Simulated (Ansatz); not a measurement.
## The polar optical mode of MgO at 18 GPa, worked through

Theory: DFT LDA, scalar-relativistic, plane waves, PAW in Ansatz. Plane waves to 420 eV; Γ-centred k mesh 10×10×10; fixed occupations. No spin polarisation. Phonons by linear response, acoustic sum rule imposed.

The cell, relaxed at 18 GPa:
```xyz
2
Lattice="0.0000 2.0201 2.0201 2.0201 0.0000 2.0201 2.0201 2.0201 0.0000" Properties=species:S:1:pos:R:3 pbc="T T T"
Mg    0.0000    0.0000    0.0000
O     2.0201    2.0201    2.0201
```

Linear response gives ν_TO = 493.3 cm⁻¹, Born charges ±1.931 e (positive on Mg) and ε∞ = 3.102. The primitive cell holds 16.486 Å³, and the masses are 24.305 and 15.999 amu.

Q: Find ν_LO and the static dielectric constant.

A: The long-wave field adds a restoring force: ω_LO² − ω_TO² = Z*²e²/(ε_vac ε∞ μV). In these units ν_LO² − ν_TO² = 4.92064×10⁷ Z*²/(μ V ε∞) cm⁻², with μ = m₁m₂/(m₁ + m₂) = 9.648 amu: 371919 cm⁻². So ν_LO = √(493.3² + 371919) = 784.4 cm⁻¹, and the run gives 784.4. Lyddane–Sachs–Teller then gives ε0 = ε∞ (ν_LO/ν_TO)² = 7.84, against 7.84 in the run (it forms both from the same three quantities, so the match checks the arithmetic only). Between ν_TO and ν_LO the dielectric function is negative and an undamped crystal reflects fully: a reststrahlen band from 12.7 to 20.3 μm.

Q: What do the Clausius–Mossotti polarisability and the Szigeti charge come to?

A: With the Lorentz local field, α = (3V/4π)(ε∞ − 1)/(ε∞ + 2) = 1.62 Å³ for the pair, and e_S = 3Z*/(ε∞ + 2) = 1.14 e. The Born charge includes the electrons' response to the dipole's own local field, and e_S takes that enhancement out. The Lorentz field assumes point-like polarisable ions, a fair picture at this small ε∞.

Q: How strongly does a slow electron couple to the LO mode?

A: For one isotropic parabolic band, Fröhlich's constant is α_F = (1/ε∞ − 1/ε0) √(m* Ry/ħω_LO), with Ry = 13.606 eV, ħω_LO = 97.2 meV and m* in free-electron masses: α_F = 0.1949 × 11.83 × √m* = 2.31 √m*. The band mass isn't part of this run; for m* = 0.1, 0.3 and 1 it gives 0.73, 1.26, 2.31. In weak coupling the polaron lies α_F ħω_LO below the band edge (123 meV at m* = 0.3) with a mass m*(1 + α_F/6); past α_F of about 5 or 6 that expansion fails. A semilocal functional's ε∞ tends to be too large, which taken alone lowers α_F.

Cost: 1 run of about 0.058 core-minutes, on AMD EPYC 9R45 (Zen 5) (shared hosts).

The lattice supplies more than half of the static dielectric constant, as expected for a wide-gap ionic oxide: the electrons screen weakly, so the long-range field of the LO mode stays strong and opens a wide gap above the TO mode. The Born charge of 1.931 e lies close to the formal value for Mg²⁺ and O²⁻, but that does not make the ions rigid. In the Lorentz picture, rigid formal charges dressed by electronic polarisation would give a Born charge well above the formal one. The Szigeti charge of 1.14 e therefore points to an opposing electronic dipole, probably from short-range overlap that deforms the soft oxide shell as the sublattices move. It should not be read as a static ionic charge.

For electrons, the s-like conduction-band minimum of MgO implies a fairly light mass, which suggests weak to intermediate coupling and a large polaron. The estimate does not carry over to holes, whose heavy, degenerate O 2p bands violate the single-band assumption and may favour self-trapping.
